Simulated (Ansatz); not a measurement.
Consider the cleavage of the Al–Si bond: `[AlH2][SiH]([SiH3])O[SiH3]` + `N=C(N)O` → `N=C(O)[NH][AlH2]` + `[SiH3]O[SiH2][SiH3]`.

Isolated molecules relaxed with PBE0-D4/def2-TZVP in Ansatz; ΔE leaves out vibrations. CCSD(T)/CBS is the MP2 limit (def2-TZVPP, def2-QZVPP) plus CCSD(T) − MP2 in def2-TZVPP, frozen cores. DFT in def2-TZVPP. Each species was taken in one conformer, which may not be the lowest.

```
        level  ΔE (kJ/mol)
    r2SCAN-D4       -107.4
         PBE0        -96.0
HF/def2-TZVPP       -122.1
HF/def2-QZVPP       -123.7
```

What does CCSD(T)/CBS give? (Estimate.)

Ansatz gave: -113.5 kJ/mol. The listed levels differ from it by 6.1, 17.5, -8.6, -10.2 kJ/mol.

Largest T1 diagnostic among the species: 0.014.

From PBE to PBE0 (25 % exact exchange), in def2-TZVPP and without D4, ΔE moves by −4.9 kJ/mol.

CCSD(T)/CBS has its own doubt, a few kJ/mol and more with outer-core shells, so smaller differences from it don't rank the levels.
